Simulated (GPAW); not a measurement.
# MoS2 in GPAW: notebook

The runs below take MoS2 through single point, with r2SCAN, LDA.

All numbers are computed with GPAW 26.7.0; they aren't measurements. Logs are shortened: lines on timing, memory, paths and dates and some standing lists are left out, and cuts for length are marked. The log counts tension as positive stress, the text compression.

## 1. The slab as given

The cell holds a slab with vacuum, 3 atoms: a = 3.184 Å, b = 3.184 Å, c = 17.335 Å, α = 90.00°, β = 90.00°, γ = 120.00°.

## 2. Single point, r2SCAN

Contents of run.py:

```python
from ase.dft.bandgap import bandgap
from ase.io import read, write
from ase.units import GPa
from gpaw import GPAW, PW

atoms = read('POSCAR')

calc = GPAW(mode=PW(500),
            xc='MGGA_X_R2SCAN+MGGA_C_R2SCAN',
            kpts={'size': (8, 8, 2), 'gamma': True},
            occupations={'name': 'fermi-dirac', 'width': 0.05},
            nbands=25,
            maxiter=120,
            txt='gpaw.txt')
atoms.calc = calc
energy = atoms.get_potential_energy()
forces = atoms.get_forces()
stress = atoms.get_stress()
calc.write('gs.gpw')
write('result.traj', atoms)
print(f'Energy: {energy:.6f} eV')
print('Forces (eV/A):')
print(forces.round(4))
print('Stress (GPa):', (stress / GPa).round(3))
print('Fermi level:', round(calc.get_fermi_level(), 4), 'eV')
print(f'Gap: {bandgap(calc)[0]:.4f} eV, direct: {bandgap(calc, direct=True)[0]:.4f} eV')
```

Contents of POSCAR:

```
MoS2
1.0
    3.1841260822      0.0000000000      0.0000000000
   -1.5920630411      2.7575340760      0.0000000000
    0.0000000000      0.0000000000     17.3345999500
Mo S
1 2
Direct
    0.0000000000      0.0000000000      0.0000000000
    0.3333333333      0.6666666667      0.9105070200
    0.3333333333      0.6666666667      0.0894929800
```

Potentials or basis: GPAW PAW data sets (gpaw-data 1.2.1), pw.

Launch:

```console
OMP_NUM_THREADS=1 python run.py
```

gpaw.txt:

```text
__  _  _
 | _ |_)|_||  |
 |__||  | ||/\| - 26.7.0

Input parameters:
  mode=PW(ecut=500.0),
  kpts=MonkhorstPack(size=(8, 8, 2), gamma=True),
  maxiter=120,
  nbands=25,
  occupations=Occupations(name='fermi-dirac', width=0.05),
  xc=XC(name='MGGA_X_R2SCAN+MGGA_C_R2SCAN')

Diagonalizing LCAO Hamiltonian
Converting LCAO to pw mode

         S

         S

       Mo

Atoms  # Å, Bohr magnetons
|   | symbol |         x |        y |         z |    initial magnetic moments |
|---|--------|-----------|----------|-----------|-----------------------------|
| 0 |     Mo |  0.000000 | 0.000000 |  0.000000 | ( 0.0000,  0.0000,  0.0000) |
| 1 |      S | -0.000000 | 1.838356 | 15.783275 | ( 0.0000,  0.0000,  0.0000) |
| 2 |      S | -0.000000 | 1.838356 |  1.551325 | ( 0.0000,  0.0000,  0.0000) |

Unit cell  # Å
| periodic |         x |        y |         z |   lengths |     angles |
|----------|-----------|----------|-----------|-----------|------------|
|      yes |  3.184126 | 0.000000 |  0.000000 |  3.184126 |  90.000000 |
|      yes | -1.592063 | 2.757534 |  0.000000 |  3.184126 |  90.000000 |
|      yes |  0.000000 | 0.000000 | 17.334600 | 17.334600 | 120.000000 |

Number of symmetries: 12
Symmetry operations  # r_c * U_cc + t_c -> r_c
|    | kind |            matrix            |
|----|------|------------------------------|
|  0 |  σ   |  1, 1, 0,  0,-1, 0,  0, 0, 1 |
|  1 |  C2  |  1, 1, 0,  0,-1, 0,  0, 0,-1 |
|  2 |  E   |  1, 0, 0,  0, 1, 0,  0, 0, 1 |
|  3 |  σ   |  1, 0, 0,  0, 1, 0,  0, 0,-1 |
|  4 |  C3  |  0, 1, 0, -1,-1, 0,  0, 0, 1 |
|  5 |  S3  |  0, 1, 0, -1,-1, 0,  0, 0,-1 |
|  6 |  σ   |  0,-1, 0, -1, 0, 0,  0, 0, 1 |
|  7 |  C2  |  0,-1, 0, -1, 0, 0,  0, 0,-1 |
|  8 |  σ   | -1, 0, 0,  1, 1, 0,  0, 0, 1 |
|  9 |  C2  | -1, 0, 0,  1, 1, 0,  0, 0,-1 |
| 10 |  C3  | -1,-1, 0,  1, 0, 0,  0, 0, 1 |
| 11 |  S3  | -1,-1, 0,  1, 0, 0,  0, 0,-1 |

BZ-sampling:
  Number of BZ points: 128
  Number of IBZ points: 20

  Monkhorst-Pack size: [8, 8, 2]
  Monkhorst-Pack shift: [0.0625, 0.0625, 0.25]

K-points  # in reciprocal-cell coordinates
|     |                                coordinates |     weight |
|-----|--------------------------------------------|------------|
|   0 | (  0.00000000,   0.00000000,   0.00000000) | 0.00781250 |
|   1 | (  0.00000000,   0.00000000,   0.50000000) | 0.00781250 |
|   2 | (  0.12500000,   0.00000000,   0.00000000) | 0.04687500 |
|   3 | (  0.12500000,   0.00000000,   0.50000000) | 0.04687500 |
|   4 | (  0.25000000,  -0.12500000,   0.00000000) | 0.04687500 |
|   5 | (  0.25000000,  -0.12500000,   0.50000000) | 0.04687500 |
|   6 | (  0.25000000,   0.00000000,   0.00000000) | 0.04687500 |
|   7 | (  0.25000000,   0.00000000,   0.50000000) | 0.04687500 |
|   8 | (  0.37500000,  -0.12500000,   0.00000000) | 0.09375000 |
|   9 | (  0.37500000,  -0.12500000,   0.50000000) | 0.09375000 |
| ... |                                            |            |
|  19 | (  0.50000000,   0.50000000,   0.50000000) | 0.02343750 |

Plane wave coefficients: 3888
Cutoff: 500.0 eV

Spin-components: 1 (collinear spins)
Bands:           25
Projectors:      16
Spin-degeneracy: 2
Datatype:        complex128

Parallelization:
  kpt:    1
  domain: 1
  band:   1

Density:
  Valence electrons: 26.0
  Components: 1
  Grid points: [18 18 90]
  Charge: 0.0  # |e|

Potential:
  Grid points: [18 18 90]

species:
  Mo:
    name:    Molybdenum
    Z:       42.0
    valence: 14
    core:    28
    charge:  0.0  # [|e|]
    compensation charges:
      type: gauss
      rc: 0.38  # [Å]
      lmax: 2
    cutoffs:
      filter: 2.16  # [Å]
      core: 1.42  # [Å]
    projectors
    | kind |    occ | energy [eV] | rcut [Å] |
    |------|--------|-------------|----------|
    |   4s |  2.000 |     -64.307 |    1.238 |
    |   5s |  1.000 |      -4.084 |    1.238 |
    |   4p |  6.000 |     -38.491 |    1.296 |
    |   5p |  0.000 |      -1.044 |    1.296 |
    |   4d |  5.000 |      -3.754 |    1.296 |
    |    d |        |      23.458 |    1.296 |

    Using partial waves for Mo as LCAO basis

  S:
    name:    Sulfur
    Z:       16.0
    valence: 6
    core:    10
    charge:  0.0  # [|e|]
    compensation charges:
      type: gauss
      rc: 0.24  # [Å]
      lmax: 2
    cutoffs:
      filter: 1.77  # [Å]
      core: 1.66  # [Å]
    projectors
    | kind |    occ | energy [eV] | rcut [Å] |
    |------|--------|-------------|----------|
    |   3s |  2.000 |     -17.254 |    0.974 |
    |   3p |  4.000 |      -7.008 |    0.979 |
    |    s |        |       9.957 |    0.974 |
    |    p |        |      20.203 |    0.979 |
    |    d |        |       0.000 |    0.900 |

    Using partial waves for S as LCAO basis

Reference energy: -131849.312427  # eV

eigensolver:
  PPCG
  Converge bands: occupied
  niter=2

density mixing:
  MSR1-Mixer
  Pratt-step length: 0.05
  Maximum mixing coefficient: 0.75
  Old densities: 10
  SVD Regularization: 0.005
  Good broyden scale: 1.0
  Trust region scale: 1.0
  Backstep threshold: 4.0
  History deletion threshold: 6.0
  Fourier metric: weight=20.0, sigma=0.015

occupation numbers:
  Fermi-Dirac:
    width: 0.0500  # eV

poisson solver:
  ecut: 4000.0  # eV

xc functional:
  name: MGGA_X_R2SCAN+MGGA_C_R2SCAN with 2 nearest neighbor stencil

convergence criteria:
- Maximum [total energy] change in last 3 cyles: 0.0005 eV / valence electron
- Maximum integral of absolute [dens]ity change: 0.0001 electrons / valence electron
- Maximum integral of absolute [eigenst]ate change: 4e-08 eV^2 / valence electron
maximum number of iterations: 120

SCF iterations
|iter     | |      energy | eigst |  dens |
|---------|-|-------------|-------|-------|
|iter:   1| |  -50.613940 | +0.40 |       |
|iter:   2| |  -42.501655 | -1.09 | -0.99 |
|iter:   3| |  -41.557818 | -0.88 | -1.04 |
|iter:   4| |  -41.538415 | -1.68 | -1.41 |
|iter:   5| |  -41.531988 | -2.20 | -1.61 |
|iter:   6| |  -41.525869c| -2.64 | -1.89 |
|iter:   7| |  -41.526321c| -4.03 | -2.78 |
|iter:   8| |  -41.526352c| -4.95 | -3.41 |
|iter:   9| |  -41.526354c| -6.03 | -4.05c|
|iter:  10| |  -41.526354c| -6.79 | -4.60c|
|iter:  11| |  -41.526354c| -7.50c| -5.42c|

Converged in 11 steps
Energy contributions relative to reference atoms: (reference = -131849.312427)

Energy contributions:
  Kinetic:         -13.764170
  Coulomb:           7.148200
  Zero:             -0.450714
  External:          0.000000
  Xc:              -34.459669
  Entropy:          -0.000000
  Spinorbit:         0.000000
  ----------------------------
  Free energy:     -41.526354
  Extrapolated:    -41.526354

dipole moment: (-9.401056, -8.362832, -65.018255)  # |e|*Ang

Fermi level: -0.462
Eigenvalues  # (at kpt = [0.000, 0.000, 0.000])
| band index |      eig [eV] | occ [0-2] |
|------------|---------------|-----------|
|          0 |       -64.298 |     2.000 |
|        ... |               |           |
|          5 |       -14.791 |     2.000 |
|          6 |        -7.224 |     2.000 |
|          7 |        -4.203 |     2.000 |
|          8 |        -4.203 |     2.000 |
|          9 |        -3.247 |     2.000 |
|         10 |        -3.053 |     2.000 |
[... 8 lines left out ...]
|         19 |         5.354 |     0.000 |
|         20 |         5.967 |     0.000 |
|        ... |               |           |
|         24 |         9.946 |     0.000 |

Gap: 1.841 eV
Transition (v -> c):
  (s=0, k=0, n=12, [0.00, 0.00, 0.00]) -> (s=0, k=13, n=13, [0.38, 0.38, 0.50])
Direct/indirect transitions are different
Direct gap: 2.075 eV
Transition at: (s=0, k=13, n=12, [0.38, 0.38, 0.50])

Forces  # eV/Ang
|        x |        y |        z |
|----------|----------|----------|
| -0.00000 |  0.00000 |  0.00000 |  # Mo   0
|  0.00000 |  0.00000 | -0.02470 |  # S    1
|  0.00000 | -0.00000 |  0.02470 |  # S    2

Stress tensor  # eV/Ang^3
|         x |         y |         z |
|-----------|-----------|-----------|
| -0.000053 |  0.000000 |  0.000000 |
|  0.000000 | -0.000053 |  0.000000 |
|  0.000000 |  0.000000 | -0.000155 |

# Writing to gs.gpw (mode='')
```

stdout:

```text
Energy: -41.526354 eV
Forces (eV/A):
[[-0.      0.      0.    ]
 [ 0.      0.     -0.0247]
 [ 0.     -0.      0.0247]]
Stress (GPa): [-0.009 -0.009 -0.025  0.     0.     0.   ]
Fermi level: -0.4625 eV
Gap: 1.8411 eV, direct: 2.0752 eV
```

Wall time 1.8 min (1 thread of Arm Neoverse V2, shared host); peak memory 0.34 GiB.

What came out:

```yaml
Free_energy: -41.5264 eV
Largest_force: 0.025 eV/Å
Band_gap_on_the_k_mesh: 1.84 eV, indirect (least direct gap 2.08 eV)
```

Forces in eV/Å, atoms in the order of the input:
```
Mo   0.000  0.000  0.000
S    0.000  0.000 -0.025
S    0.000  0.000  0.025
```

Caveat: the cutoff is short for stress and forces, so pressures can be off by a GPa or more; the PAW data sets were made with another functional, which shifts forces and pressure a little. r2SCAN opens gaps a little over a GGA but as a rule still falls short of measured ones.

## 3. Single point, LDA

run.py, as its differences from that of step 2:

```diff
@@ -1,3 +1,4 @@
+from ase import Atoms
 from ase.dft.bandgap import bandgap
-from ase.io import read, write
+from ase.io import write
 from ase.units import GPa
@@ -5,6 +6,13 @@
 
-atoms = read('POSCAR')
+atoms = Atoms(['Mo', 'S', 'S'],
+              cell=[[3.1841260822, 0.0, 0.0],
+                    [-1.5920630411, 2.757534076, 0.0],
+                    [0.0, 0.0, 17.33459995]],
+              scaled_positions=[[0.0, 0.0, 0.0],
+                                [0.3333333333, 0.6666666667, 0.91050702],
+                                [0.3333333333, 0.6666666667, 0.08949298]],
+              pbc=True)
 
-calc = GPAW(mode=PW(500),
-            xc='MGGA_X_R2SCAN+MGGA_C_R2SCAN',
+calc = GPAW(mode=PW(450),
+            xc='LDA',
             kpts={'size': (8, 8, 2), 'gamma': True},
```

Potentials or basis: the program's PAW data sets (release 1.2.1) made for this functional, pw.

Launch:

```console
OMP_NUM_THREADS=1 python run.py
```

gpaw.txt:

```text
__  _  _
 | _ |_)|_||  |
 |__||  | ||/\| - 26.7.0

Input parameters:
  mode=PW(ecut=450.00000000000006),
  kpts=MonkhorstPack(size=(8, 8, 2), gamma=True),
  maxiter=120,
  nbands=25,
  occupations=Occupations(name='fermi-dirac', width=0.05),
  xc=XC(name='LDA')

Diagonalizing LCAO Hamiltonian
Converting LCAO to pw mode

         S

         S

       Mo

Atoms  # Å, Bohr magnetons
|   | symbol |         x |        y |         z |    initial magnetic moments |
|---|--------|-----------|----------|-----------|-----------------------------|
| 0 |     Mo |  0.000000 | 0.000000 |  0.000000 | ( 0.0000,  0.0000,  0.0000) |
| 1 |      S | -0.000000 | 1.838356 | 15.783275 | ( 0.0000,  0.0000,  0.0000) |
| 2 |      S | -0.000000 | 1.838356 |  1.551325 | ( 0.0000,  0.0000,  0.0000) |

Unit cell  # Å
| periodic |         x |        y |         z |   lengths |     angles |
|----------|-----------|----------|-----------|-----------|------------|
|      yes |  3.184126 | 0.000000 |  0.000000 |  3.184126 |  90.000000 |
|      yes | -1.592063 | 2.757534 |  0.000000 |  3.184126 |  90.000000 |
|      yes |  0.000000 | 0.000000 | 17.334600 | 17.334600 | 120.000000 |

Number of symmetries: 12
Symmetry operations  # r_c * U_cc + t_c -> r_c
|    | kind |            matrix            |
|----|------|------------------------------|
|  0 |  σ   |  1, 1, 0,  0,-1, 0,  0, 0, 1 |
|  1 |  C2  |  1, 1, 0,  0,-1, 0,  0, 0,-1 |
|  2 |  E   |  1, 0, 0,  0, 1, 0,  0, 0, 1 |
|  3 |  σ   |  1, 0, 0,  0, 1, 0,  0, 0,-1 |
[... 139 lines left out ...]

SCF iterations
|iter     | |      energy | eigst |  dens |
|---------|-|-------------|-------|-------|
|iter:   1| |  -26.345265 | +0.33 |       |
|iter:   2| |  -25.818113 | -1.34 | -0.98 |
|iter:   3| |  -24.730750 | -1.17 | -1.06 |
|iter:   4| |  -24.688681 | -2.22 | -1.51 |
|iter:   5| |  -24.683829 | -3.01 | -1.85 |
|iter:   6| |  -24.681896c| -3.75 | -2.36 |
|iter:   7| |  -24.681802c| -4.71 | -2.89 |
|iter:   8| |  -24.681794c| -5.73 | -3.45 |
|iter:   9| |  -24.681794c| -6.82 | -4.29c|
|iter:  10| |  -24.681794c| -7.64c| -4.92c|

Converged in 10 steps
Energy contributions relative to reference atoms: (reference = -131668.980924)

Energy contributions:
  Kinetic:          -4.024233
  Coulomb:          -2.621480
  Zero:             -0.168134
  External:          0.000000
  Xc:              -17.867946
  Entropy:          -0.000000
  Spinorbit:         0.000000
  ----------------------------
  Free energy:     -24.681794
  Extrapolated:    -24.681794

dipole moment: (-9.504463, -8.306400, -65.033671)  # |e|*Ang

Fermi level: -0.572
Eigenvalues  # (at kpt = [0.000, 0.000, 0.000])
| band index |      eig [eV] | occ [0-2] |
|------------|---------------|-----------|
|          0 |       -62.197 |     2.000 |
|        ... |               |           |
|          5 |       -14.147 |     2.000 |
|          6 |        -7.045 |     2.000 |
|          7 |        -4.095 |     2.000 |
|          8 |        -4.095 |     2.000 |
|          9 |        -3.178 |     2.000 |
|         10 |        -2.973 |     2.000 |
[... 8 lines left out ...]
|         19 |         4.738 |     0.000 |
|         20 |         5.531 |     0.000 |
|        ... |               |           |
|         24 |         9.257 |     0.000 |

Gap: 1.755 eV
Transition (v -> c):
  (s=0, k=0, n=12, [0.00, 0.00, 0.00]) -> (s=0, k=13, n=13, [0.38, 0.38, 0.50])
Direct/indirect transitions are different
Direct gap: 1.960 eV
Transition at: (s=0, k=13, n=12, [0.38, 0.38, 0.50])

Forces  # eV/Ang
|       x |        y |        z |
|---------|----------|----------|
| 0.00000 |  0.00000 |  0.00000 |  # Mo   0
| 0.00000 | -0.00000 |  0.43951 |  # S    1
| 0.00000 | -0.00000 | -0.43951 |  # S    2

Stress tensor  # eV/Ang^3
|        x |        y |        z |
|----------|----------|----------|
| 0.016386 | 0.000000 | 0.000000 |
| 0.000000 | 0.016386 | 0.000000 |
| 0.000000 | 0.000000 | 0.009645 |

# Writing to gs.gpw (mode='')
```

Wall time 22 s (1 thread of Arm Neoverse V2, shared host); peak memory 0.19 GiB.

Results:

```yaml
Free_energy: -24.6818 eV
Largest_force: 0.440 eV/Å
Band_gap_on_the_k_mesh: 1.75 eV, indirect (least direct gap 1.96 eV)
```

Forces on the atoms (eV/Å):
```
Mo   0.000  0.000  0.000
S    0.000  0.000  0.440
S    0.000  0.000 -0.440
```

Caveat: the cutoff is short for stress and forces, so pressures can be off by a GPa or more.
